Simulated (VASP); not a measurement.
Wanted: the native input for a VASP 6.6.1 run.

- Task: relaxation of cell and atoms
- Functional: vdW-DF2
- Potentials or basis: VASP PAW PBE potentials, release 64 (Hf_pv, O)
- Cutoff: 600 eV
- k mesh: 6 × 6 × 8
- Occupations: fermi-dirac, width 0.05 eV
- Spin: no spin polarisation
- Further INCAR settings: ALGO = Normal; EDIFF = 1e-06; IBRION = 2; EDIFFG = -0.005; NSW = 40; ISIF = 3

The structure of HfO2 lies in POSCAR:

```
HfO2
1.0
    4.8135329900      0.0000000000      0.0000000000
    0.0000000000      4.8135329900      0.0000000000
    0.0000000000      0.0000000000      3.2054154100
Hf O
2 4
Direct
    0.5000000000      0.5000000000      0.5000000000
    0.0000000000      0.0000000000      0.0000000000
    0.8050448800      0.1949551200      0.5000000000
    0.6949551200      0.6949551200      0.0000000000
    0.3050448800      0.3050448800      0.0000000000
    0.1949551200      0.8050448800      0.5000000000
```

Measurements of this composition are mostly on another form, of space group No. 14.

The input as run:

INCAR

```
PREC     = Accurate       # precision mode
ENCUT    = 600            # plane-wave cutoff, eV
EDIFF    = 1E-6           # SCF threshold, eV
ISMEAR   = -1             # smearing method
SIGMA    = 0.05           # smearing width, eV
LREAL    = F              # projectors in reciprocal space
LASPH    = T              # aspherical terms in the spheres
NELM     = 80             # most SCF steps
ALGO     = Normal         # electronic algorithm
ISIF     = 3              # what is computed and relaxed
LWAVE    = F              # write WAVECAR
LCHARG   = F              # write CHGCAR
GGA      = ML             # functional
LUSE_VDW = T            
AGGAC    = 0.0          
ZAB_VDW  = -1.8867      
IBRION   = 2              # ionic algorithm
NSW      = 40             # ionic steps
EDIFFG   = -0.005         # ionic threshold
```

KPOINTS

```
regular mesh
0
Gamma
  6 6 8
```

Potentials or basis: VASP PAW PBE potentials, release 64 (Hf_pv, O).

Launch:

```sh
$ cat potpaw_PBE.64/Hf_pv/POTCAR potpaw_PBE.64/O/POTCAR > POTCAR
$ mpirun -np 1 vasp_std > vasp.out
```

It gave:

```yaml
Relaxed_volume: 13.21 Å³/atom
Relaxed_cell: a = 4.921 Å, b = 4.921 Å, c = 3.273 Å, α = 90.00°, β = 90.00°, γ = 90.00°
Space_group_after_relaxing_to_0.05_Å: P4_2/mnm (No. 136)
Energy_gained_by_relaxing: 37.0 meV/atom
Ionic_steps: 9
Pressure_after_relaxing: 0.0 GPa
Largest_force_after_relaxing: 0.004 eV/Å
Band_gap_on_the_k_mesh: 3.77 eV, direct
```

Caveat: the PAW data sets were made with another functional, which shifts forces and pressure a little; spin-orbit coupling is left out, which moves the levels of the heavy elements.

Wall time 9.1 min on 1 thread of AMD EPYC 9R14 (Zen 4) (shared host), peak memory 0.48 GiB.
